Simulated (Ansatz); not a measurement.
Ru (P6_3/mmc), clamped-ion strain scan

All numbers below come from DFT PBE, scalar-relativistic, plane waves, PAW in Ansatz 0.2.0. The runs took a 420 eV cutoff, a Γ-centred 24×24×14 mesh and Gaussian smearing (0.15 eV). No spin polarisation. Energies are free energies at this smearing, counted from the undisturbed cell; pressure is positive in compression.

Reference structure (relaxed at this level; with this scan's settings it stands at 0.1 GPa):

```
Ru
1.0
     2.72003    0.00000    0.00000
    -1.36001    2.35561    0.00000
     0.00000    0.00000    4.29677
Ru
2
Direct
  0.33333 0.66667 0.25000
  0.66667 0.33333 0.75000
```

The cell is strained by ε times the Voigt pattern (0, 0, 0, 0, 0, 1) (xx, yy, zz, yz, xz, xy; engineering shear) with fractional coordinates fixed. The cell is metallic on the mesh throughout.

| ε | ΔE (meV/atom) |
| --- | --- |
| -0.1000 | 84.9 |
| -0.0500 | 21.2 |
| 0.0000 | 0.0 |
| 0.0750 | 47.7 |

**Question.** Predict the stress summed along the pattern (GPa, tension positive) at each point.

**Answer.**
| ε | stress summed along the pattern (GPa, tension positive) |
| --- | --- |
| -0.1000 | -19.55 |
| -0.0500 | -9.84 |
| 0.0000 | 0.00 |
| 0.0750 | 14.73 |